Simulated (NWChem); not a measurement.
# doublet [C4H6]+ at 5 levels

We compute a comparison of 5 runs (UHF/cc-pVDZ, U-r2SCAN/cc-pVDZ, UB3LYP/cc-pVDZ, UPBE0/cc-pVDZ, UMP2/cc-pVDZ) of doublet [C4H6]+. 

The calculation is run with NWChem 7.3.0.

1 further run of the same task is left out (set aside as unsound or not needed). Runs told in other sessions of the task aren't counted.

## (1) The molecule

The species is [C4H6]+ (10 atoms), meant as a doublet with charge +1. SMILES of the parent species: `C1C2CC12`. The shape is that of a PBE0-D4/def2-TZVP optimisation. That shape belongs to the parent species and isn't relaxed for this state.

Bond lengths: C1–C2 1.489 Å, C2–C3 1.489 Å, C1–C4 1.489 Å, C2–C4 1.478 Å, C3–C4 1.489 Å, C1–H5 1.086 Å, C1–H6 1.091 Å, C2–H7 1.078 Å, C3–H8 1.091 Å, C3–H9 1.086 Å, C4–H10 1.078 Å. Some angles: C1–C2–C3 98.3°, C1–C2–C4 60.3°, C3–C2–C4 60.3°, C2–C1–C4 59.5°, C2–C3–C4 59.5°, C1–C4–C2 60.3°, C1–C4–C3 98.3°, C2–C4–C3 60.3°, C1–C2–H7 130.1°, C3–C2–H7 130.1°.

## (2) The energy at UHF/cc-pVDZ (run 1)

Input file c4h6.xyz:

```xyz
10

C     -0.500360     0.926240    -0.506260
C     -0.480080    -0.553570    -0.339790
C      0.234320    -0.614330     0.965540
C      0.762290     0.222750    -0.147350
H     -0.581140     1.306650    -1.520300
H     -0.999060     1.537560     0.247130
H     -0.700790    -1.335320    -1.047900
H     -0.206710    -0.123920     1.834450
H      0.771970    -1.530770     1.190450
H      1.699560     0.164700    -0.675970
```

Input file run.py:

```python
from ase.io import read
from ase.calculators.nwchem import NWChem

mol = read('c4h6.xyz')

calc = NWChem(
    label='c4h6',
    theory='scf',
    memory='2200 mb',
    basis='cc-pVDZ',
    basispar='spherical bse',
    charge=1,
    scf={'nopen': '1', 'uhf': None, 'thresh': '1e-08', 'maxiter': '80'},
    task='energy',
)
mol.calc = calc

print(f"energy = {mol.get_potential_energy():.6f} eV")
```

Command:

```bash
export ASE_NWCHEM_COMMAND="nwchem PREFIX.nwi > PREFIX.nwo"
python run.py
```

Log:

```text
energy = -4206.419774 eV
```

The calculator wrote c4h6.nwi:

```
title "c4h6"

permanent_dir c4h6

scratch_dir c4h6

start c4h6

geometry units angstrom nocenter noautosym noautoz
  C  -5.0036000000000003e-01 9.2623999999999995e-01 -5.0626000000000004e-01
  C  -4.8008000000000001e-01 -5.5357000000000001e-01 -3.3978999999999998e-01
  C  2.3432000000000000e-01 -6.1433000000000004e-01 9.6553999999999995e-01
  C  7.6229000000000002e-01 2.2275000000000000e-01 -1.4735000000000001e-01
  H  -5.8113999999999999e-01 1.3066500000000001e+00 -1.5203000000000000e+00
  H  -9.9905999999999995e-01 1.5375600000000000e+00 2.4712999999999999e-01
  H  -7.0079000000000002e-01 -1.3353200000000001e+00 -1.0479000000000001e+00
  H  -2.0671000000000000e-01 -1.2392000000000000e-01 1.8344499999999999e+00
  H  7.7197000000000005e-01 -1.5307700000000000e+00 1.1904500000000000e+00
  H  1.6995600000000000e+00 1.6470000000000001e-01 -6.7596999999999996e-01
end

charge 1

memory 2200 mb

basis spherical bse noprint
   * library cc-pVDZ
end

scf
  nopen 1
  uhf
  thresh 1e-08
  maxiter 80
end

task scf energy
```

c4h6.nwo:

```text
Northwest Computational Chemistry Package (NWChem) 7.3.0
             --------------------------------------------------------

           Job information
           ---------------

    nwchem branch   = 7.3.0
    use scalapack   = T
    input           = c4h6.nwi
    prefix          = c4h6.
    data base       = c4h6/c4h6.db
    status          = startup
    nproc           =        1

           Memory information
           ------------------

    heap     =     72089594 doubles =      550.0 Mbytes
    stack    =     72089599 doubles =      550.0 Mbytes
    global   =    144179200 doubles =     1100.0 Mbytes (distinct from heap & stack)
    total    =    288358393 doubles =     2200.0 Mbytes
    verify   = yes
    hardfail = no

[... 36 lines left out ...]
            Nuclear Dipole moment (a.u.)
[... 99 lines left out ...]
 1-e energy   =    -421.312185
[... 7 lines left out ...]
         Quadratically convergent UHF
[... 15 lines left out ...]
       Final UHF  results
[... 3 lines left out ...]
      One electron energy =   -431.013394429944
[... 1 line left out ...]
 Nuclear repulsion energy =    116.967325882125
[... 37 lines left out ...]
          Final beta eigenvalues
[... 250 lines left out ...]
                     UHF Final Beta Molecular Orbital Analysis
[... 261 lines left out ...]
   Mulliken analysis of the spin density
   -------------------------------------

    Atom       Charge   Shell Charges
 -----------   ------   -------------------------------------------------------
    1 C    6    -0.18  -0.00 -0.01 -0.02 -0.09 -0.07  0.01
    2 C    6     0.62   0.00  0.03  0.03  0.38  0.16  0.00
    3 C    6    -0.18  -0.00 -0.01 -0.02 -0.09 -0.07  0.01
[... 6 lines of this table left out ...]
   10 H    1    -0.04  -0.03 -0.01  0.00

       Multipole analysis of the density wrt the origin
       ------------------------------------------------

     L   x y z        total         alpha         beta         nuclear
     -   - - -        -----         -----         ----         -------
     0   0 0 0      1.000000    -15.000000    -14.000000     30.000000

     1   1 0 0      0.123133     -0.053996      0.024344      0.152784
[... 8 lines of this table left out ...]
     2   0 0 2    -12.881032    -37.069450    -35.320544     59.508962

 Task  times  cpu:       21.5s     wall:       21.5s
 Total times  cpu:       21.5s     wall:       21.5s
```

Run time: 23 s. Hardware: 1 thread of Intel Xeon 6975P-C (Granite Rapids), shared host; peak memory 0.1 GiB.

## (3) A single-point energy at U-r2SCAN/cc-pVDZ (run 2)

Input file run.py:

```python
from ase import Atoms
from ase.calculators.nwchem import NWChem

molecule = Atoms(['C', 'C', 'C', 'C', 'H', 'H', 'H', 'H', 'H', 'H'], positions=[
    [-0.500360, 0.926240, -0.506260],
    [-0.480080, -0.553570, -0.339790],
    [0.234320, -0.614330, 0.965540],
    [0.762290, 0.222750, -0.147350],
    [-0.581140, 1.306650, -1.520300],
    [-0.999060, 1.537560, 0.247130],
    [-0.700790, -1.335320, -1.047900],
    [-0.206710, -0.123920, 1.834450],
    [0.771970, -1.530770, 1.190450],
    [1.699560, 0.164700, -0.675970],
])

calc = NWChem(
    label='c4h6',
    theory='dft',
    memory='2200 mb',
    basis='cc-pVDZ',
    basispar='spherical bse',
    charge=1,
    dft={'xc': 'r2scan', 'mult': '2', 'grid': 'xfine', 'convergence': 'energy 1e-08', 'iterations': '100', 'mulliken': None, 'print': 'low'},
    task='energy',
)
molecule.calc = calc

e = molecule.get_potential_energy()
print(f"E = {e:.6f} eV")
```

Command:

```bash
export ASE_NWCHEM_COMMAND="nwchem PREFIX.nwi > PREFIX.nwo"
python run.py
```

Log:

```text
E = -4232.076575 eV
```

The calculator wrote c4h6.nwi:

```
title "c4h6"

permanent_dir c4h6

scratch_dir c4h6

start c4h6

geometry units angstrom nocenter noautosym noautoz
  C  -5.0036000000000003e-01 9.2623999999999995e-01 -5.0626000000000004e-01
  C  -4.8008000000000001e-01 -5.5357000000000001e-01 -3.3978999999999998e-01
  C  2.3432000000000000e-01 -6.1433000000000004e-01 9.6553999999999995e-01
  C  7.6229000000000002e-01 2.2275000000000000e-01 -1.4735000000000001e-01
  H  -5.8113999999999999e-01 1.3066500000000001e+00 -1.5203000000000000e+00
  H  -9.9905999999999995e-01 1.5375600000000000e+00 2.4712999999999999e-01
  H  -7.0079000000000002e-01 -1.3353200000000001e+00 -1.0479000000000001e+00
  H  -2.0671000000000000e-01 -1.2392000000000000e-01 1.8344499999999999e+00
  H  7.7197000000000005e-01 -1.5307700000000000e+00 1.1904500000000000e+00
  H  1.6995600000000000e+00 1.6470000000000001e-01 -6.7596999999999996e-01
end

charge 1

memory 2200 mb

basis spherical bse noprint
   * library cc-pVDZ
end

dft
  xc r2scan
  mult 2
  grid xfine
  convergence energy 1e-08
  iterations 100
  mulliken
  print low
end

task dft energy
```

c4h6.nwo:

```text
Northwest Computational Chemistry Package (NWChem) 7.3.0
             --------------------------------------------------------

           Job information
           ---------------

    nwchem branch   = 7.3.0
    use scalapack   = T
    input           = c4h6.nwi
    prefix          = c4h6.
    data base       = c4h6/c4h6.db
    status          = startup
    nproc           =        1

           Memory information
           ------------------

    heap     =     72089596 doubles =      550.0 Mbytes
    stack    =     72089601 doubles =      550.0 Mbytes
    global   =    144179200 doubles =     1100.0 Mbytes (distinct from heap & stack)
    total    =    288358397 doubles =     2200.0 Mbytes
    verify   = yes
    hardfail = no

[... 36 lines left out ...]
            Nuclear Dipole moment (a.u.)
[... 99 lines left out ...]
   convergence    iter        energy       DeltaE   RMS-Dens  Diis-err    time
[... 13 lines left out ...]
         Total DFT energy =     -155.525946804487
      One electron energy =     -431.486950515720
           Coulomb energy =      182.557042034590
    Exchange-Corr. energy =      -23.563364205482
 Nuclear repulsion energy =      116.967325882125
[... 41 lines left out ...]
     ------------------------------------------
      Spin Density - Lowdin Population Analysis
     ------------------------------------------

    Atom       Charge   Shell Charges
 -----------   ------   -------------------------------------------------------
    1 C    6     0.02  -0.00 -0.00 -0.00 -0.01  0.00  0.04
    2 C    6     0.40   0.00  0.02  0.01  0.28  0.09  0.00
    3 C    6     0.02  -0.00 -0.00 -0.00 -0.01  0.00  0.04
[... 6 lines of this table left out ...]
   10 H    1    -0.00  -0.01 -0.00  0.01

     --------------------------
     Expectation value of S2:
     --------------------------
      <S2> =      0.7616 (Exact =     0.7500)

 Task  times  cpu:       88.6s     wall:       88.6s
 Total times  cpu:       88.6s     wall:       88.6s
```

Run time: 90 s. Hardware: 1 thread of Intel Xeon 6975P-C (Granite Rapids), shared host; peak memory 0.15 GiB.

Runs 3 to 4 aren't shown in full; the table further down has their settings and results.

## (4) A single-point energy at UMP2/cc-pVDZ (run 5)

Input file c4h6.nw:

```
start c4h6
memory stack 880 mb heap 220 mb global 1100 mb
charge 1

geometry units au noautosym nocenter noautoz
 C   -0.94554336   1.75033993  -0.95669275
 C   -0.90721972  -1.04609569  -0.64211004
 C    0.44280063  -1.16091545   1.82460616
 C    1.44051933   0.42093649  -0.27845114
 H   -1.09819544   2.46921064  -2.87295063
 H   -1.88794978   2.90556730   0.46700802
 H   -1.32430117  -2.52338909  -1.98024401
 H   -0.39062529  -0.23417486   3.46660809
 H    1.45881188  -2.89273606   2.24962447
 H    3.21170293   0.31123789  -1.27739817
end

basis spherical bse
 * library cc-pVDZ
end

scf
 doublet
 uhf
 thresh 1e-08
 maxiter 80
end

mp2
 freeze core 4
 tight
end

task mp2 energy
```

Command:

```bash
nwchem c4h6.nw > c4h6.out
```

Log:

```text
[...]
  functions       =    86
[...]
  wavefunction    = UHF
[...]
         Total SCF energy =   -154.583076735256
      One electron energy =   -431.013378300511
      Two electron energy =    159.462984144866
 Nuclear repulsion energy =    116.967317420390
                       Sz =      0.5000
                 Sz(Sz+1) =      0.7500
                      S^2 =      0.7895
[...]
          Total MP2 energy          -155.087664180015
[...]
```

It took 26 s on 1 thread of Intel Xeon 6975P-C (Granite Rapids), shared host; peak memory 0.21 GiB.

## (5) All runs side by side

| run | level | iteration cap | module | energy (Eh) | HOMO energy (eV) | LUMO energy (eV) | ⟨S²⟩ | wall time |
| --- | --- | --- | --- | --- | --- | --- | --- | --- |
| 1 | UHF/cc-pVDZ | 80 | scf | -154.583077 | -18.54 | -6.74 | 0.789 | 23 s |
| 2 | U-r2SCAN/cc-pVDZ | 100 | dft | -155.525947 | – | – | 0.762 | 90 s |
| 3 | UB3LYP/cc-pVDZ | 100 | dft | -155.614181 | -14.82 | -11.76 | 0.757 | 60 s |
| 4 | UPBE0/cc-pVDZ | 100 | dft | -155.432012 | -15.13 | -11.49 | 0.759 | 66 s |
| 5 | UMP2/cc-pVDZ | 80 | mp2 | -155.087664 | -18.54 | -6.74 | 0.789 | 26 s |

## (6) Results

```
                                                         quantity          value
                                              run 5: total energy  -155.08766 Eh
run 5: HOMO energy (Hartree–Fock orbitals) (highest over α and β)      -18.54 eV
 run 5: LUMO energy (Hartree–Fock orbitals) (lowest over α and β)       -6.74 eV
               run 5: correlation energy (4 core orbitals frozen)     -504.6 mEh
                         run 5: ⟨S²⟩ of the reference determinant          0.789
```

**Reading.** Totals of different functionals can't be ranked against each other. All runs together took 4.4 min, the longest 90 s.
